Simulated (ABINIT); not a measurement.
# Si2Mo (I4/mmm) in ABINIT: further runs, part 3 of 3

ABINIT 10.8.3 (patched build).

**6. Relaxation of cell and atoms, PBE, target pressure 30 GPa, at which the enthalpy is minimised**

The input, run.abi:

```
pp_dirpath "./"
pseudos "Mo.GGA_PBE-JTH.xml, Si.GGA_PBE-JTH.xml"

acell 4.5352872291 4.5352872291 4.5352872291 Angstrom
rprim
    -0.3527891221     0.3527891221     0.8666485278
     0.3527891221    -0.3527891221     0.8666485278
     0.3527891221     0.3527891221    -0.8666485278
ntypat 2
znucl 42 14
natom 3
typat 1 2 2
xcart
     0.0000000000     0.0000000000     0.0000000000
     0.0000000000     0.0000000000     9.9083764228
     0.0000000000     0.0000000000     4.9467606429
chkprim 0
chksymtnons 0
tolsym 1.0e-6

ecut 15.0
pawecutdg 30.0
pawxcdev 0

kptopt 1
ngkpt 10 10 10
nshiftk 1
shiftk 0.0 0.0 0.0

ixc 11

nband 15
occopt 3
tsmear 0.00183747

nstep 100
tolvrs 1.0e-9

iomode 3
prtwf 0
prtden 0
prteig 0
prtebands 0
enunit 1

ionmov 2
ntime 60
tolmxf 5.0e-5
optcell 2
dilatmx 1.08
ecutsm 0.5
strtarget 3*-1.019679e-03 3*0.0
```

Potentials or basis: JTH PAW PBE v2.0.

Started as:

```
$ abinit run.abi > log 2>&1
```

run.abo:

```text
.Version 10.8.3 of ABINIT
 Symmetries : space group I4/m m m (#139); Bravais tI (body-center tetrag.)
================================================================================
 Values of the parameters that define the memory need of the present run
     intxc =       0    ionmov =       2      iscf =      17    lmnmax =      18
     lnmax =       6     mgfft =      36  mpssoang =       3    mqgrid =    3001
     natom =       3  nloc_mem =       2    nspden =       1   nspinor =       1
    nsppol =       1      nsym =      16    n1xccc =       1    ntypat =       2
    occopt =       3   xclevel =       2
       mpw =         970          nfft =       46656          nkpt =         102
 PAW method is used; the additional fine FFT grid is defined by:
   mgfftf=        48    nfftf =    110592
================================================================================
================================================================================

--------------------------------------------------------------------------------
------------- Echo of variables that govern the present computation ------------
--------------------------------------------------------------------------------
 -outvars: echo values of preprocessed input variables --------
            acell      8.5704507653E+00  8.5704507653E+00  8.5704507653E+00 Bohr
              amu      9.59400000E+01  2.80855000E+01
          chkprim           0
      chksymtnons           0
          dilatmx      1.08000000E+00
             ecut      1.50000000E+01 Hartree
[... 841 lines left out ...]
Total energy DC     : -4.62913166930958E+03
Total energy (eV)   : -1.25965089899931E+05
Total energy DC (eV): -1.25965089837086E+05
...

 rms coord change=  3.7905E-04   atom, delta coord (reduced):
     1        0.000000000000     -0.000000000000     -0.000000000000
     2       -0.000568572338     -0.000568572338     -0.000000000000
     3        0.000568572338      0.000568572338     -0.000000000000

 Cartesian components of stress tensor (hartree/bohr^3)
  sigma(1 1)= -1.01956400E-03  sigma(3 2)=  0.00000000E+00
  sigma(2 2)= -1.01956400E-03  sigma(3 1)=  0.00000000E+00
  sigma(3 3)= -1.01945363E-03  sigma(2 1)=  0.00000000E+00

-Cartesian components of stress tensor (GPa)         [Pressure=  2.9996E+01 GPa]
- sigma(1 1)= -2.99966086E+01  sigma(3 2)=  0.00000000E+00
- sigma(2 2)= -2.99966086E+01  sigma(3 1)=  0.00000000E+00
- sigma(3 3)= -2.99933612E+01  sigma(2 1)=  0.00000000E+00

== END DATASET(S) ==============================================================
================================================================================

 -outvars: echo values of variables after computation  --------
            acell      8.3001445613E+00  8.3001445613E+00  8.3001445613E+00 Bohr
           etotal     -7.6858333625E+01
            fcart     -5.3546748711E-21 -3.0959203451E-21 -2.2587545260E-21
                       1.4537587962E-20  3.2438153322E-21 -4.8671899318E-05
                      -9.1829130912E-21 -1.4789498712E-22  4.8671899318E-05
            rprim     -3.5160382622E-01  3.5160382622E-01  8.6761137543E-01
                       3.5160382622E-01 -3.5160382622E-01  8.6761137543E-01
                       3.5160382622E-01  3.5160382622E-01 -8.6761137543E-01
           strten     -1.0195640028E-03 -1.0195640028E-03 -1.0194536274E-03
                       0.0000000000E+00  0.0000000000E+00  0.0000000000E+00
           xangst     -7.7292334035E-19  1.4716299530E-19 -8.6988214271E-20
                       1.1446710309E-16 -1.1516369118E-16  5.0792254667E+00
                       5.6566319637E-17 -5.6713246772E-17  2.5423020556E+00
             xred      3.6232708755E-20 -2.6165885464E-19 -2.0259916953E-19
                       6.6643142754E-01  6.6643142754E-01 -2.2553069989E-19
                       3.3356857246E-01  3.3356857246E-01 -4.7569833860E-20
 Calculation completed.
```

It took 7.5 min on 1 thread of Arm Neoverse V2, shared host; peak memory 0.17 GiB.

Results:

```
Free energy                                            : -2091.4218 eV
Relaxed volume                                         : 12.12 Å³/atom
Relaxed cell                                           : a = 4.392 Å, b = 4.392 Å, c = 4.392 Å, α = 138.83°, β = 138.83°, γ = 59.64°
Space group after relaxing (to 0.05 Å)                 : I4/mmm (No. 139)
Energy change on relaxing (the enthalpy is what falls) : +121.2 meV/atom
Ionic steps                                            : 6
Pressure after relaxing                                : 30.0 GPa
Band gap on the k mesh                                 : none (metal or under the smearing width)
Valence electrons inside the program's atomic spheres  : Mo 11.56; Si 1.64
```

Forces in eV/Å, atoms in the order of the input:
```
Mo   0.000  0.000  0.000
Si   0.000  0.000 -0.003
Si   0.000  0.000  0.003
```

Step by step:
| step | energy change (eV) | largest force (eV/Å) | pressure (GPa) | volume (Å³) |
| --- | --- | --- | --- | --- |
| 1 | 0.0000 | 0.2934 | 2.37 | 40.25 |
| 2 | 0.2639 | 0.0813 | 24.98 | 36.94 |
| 3 | 0.3750 | 0.0167 | 30.61 | 36.30 |
| 4 | 0.3647 | 0.0131 | 30.09 | 36.35 |
| 5 | 0.3626 | 0.0044 | 29.96 | 36.36 |
| 6 | 0.3635 | 0.0025 | 30.00 | 36.35 |

Final structure:
```
Mo Si
1.0
    -1.54433    1.54433    3.81076
     1.54433   -1.54433    3.81076
     1.54433    1.54433   -3.81076
Mo Si
1 2
Direct
  0.00000 0.00000 0.00000
  0.66643 0.66643 0.00000
  0.33357 0.33357 0.00000
```

Levels at points of the mesh, in eV from the Fermi level:
| k point | band 8 | band 9 | band 10 | band 11 | band 12 | band 13 | band 14 | band 15 |
| --- | --- | --- | --- | --- | --- | --- | --- | --- |
| (0.00, 0.00, 0.00) | -3.35 | -2.89 | -2.89 | 0.52 | 2.85 | 3.85 | 4.02 | 4.02 |
| (0.50, 0.00, 0.00) | -4.76 | -2.95 | -2.78 | -0.59 | 2.70 | 3.32 | 4.49 | 4.89 |
| (0.50, 0.50, 0.00) | -5.19 | -4.83 | -3.49 | -1.09 | 2.78 | 3.26 | 3.47 | 3.61 |
| (0.50, 0.50, 0.50) | -2.52 | -0.64 | -0.64 | -0.44 | -0.44 | 0.68 | 5.02 | 6.36 |

**7. The runs side by side**

```csv
cell,gap on the mesh (eV),pressure (GPa)
relaxed,none,0.0
relaxed to 5 GPa,none,5.0
relaxed to 10 GPa,none,10.0
relaxed to 20 GPa,none,20.0
relaxed to 30 GPa,none,30.0
```

Alike in all rows: task relaxation of cell and atoms; level PBE; potentials or basis JTH PAW PBE v2.0; no spin polarisation; k mesh 10 × 10 × 10; cutoff (eV) 408; smearing fermi-dirac 0.05 eV.

Total energies depend on the potentials used, so only differences within one code and one set of settings carry meaning.
